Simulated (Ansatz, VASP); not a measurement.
# AlN in VASP and in Ansatz

```
Al N
1.0
     0.00000    1.97800    1.97800
     1.97800    0.00000    1.97800
     1.97800    1.97800    0.00000
Al N
1 1
Direct
  0.00000 0.00000 0.00000
  0.50000 0.50000 0.50000
```

Alike in both runs: functional PBE; k mesh 13 × 13 × 13; occupations fermi-dirac, width 0.02 eV; no spin polarisation.

Ansatz relaxed the structure, and its values are those at the end. VASP's run is a single point on that final structure, the one shown.

|  | VASP | Ansatz |
| --- | --- | --- |
| version | VASP 6.6.1 | Ansatz 0.2.0 |
| potentials or method | VASP PAW PBE potentials, release 64 (Al, N) | plane-wave PAW, scalar-relativistic |
| plane-wave cutoff (eV) | 520 | 420 |
| valence electrons in the cell | 8 | 8 |

|  | VASP | Ansatz | Ansatz less VASP |
| --- | --- | --- | --- |
| gap on the k mesh at the Fermi level (eV) | 5.24 | 5.23 | -0.014 |
| pressure (GPa) | 25.2 | 25.6 | +0.34 |

Ansatz warned: «stress_scf_threshold_loose».

Caveats: so large a pressure means that the cell lies far from this level's equilibrium, or that cutoff or potentials fall short (VASP); an odd mesh through Γ misses points on the zone boundary, where band edges often lie.
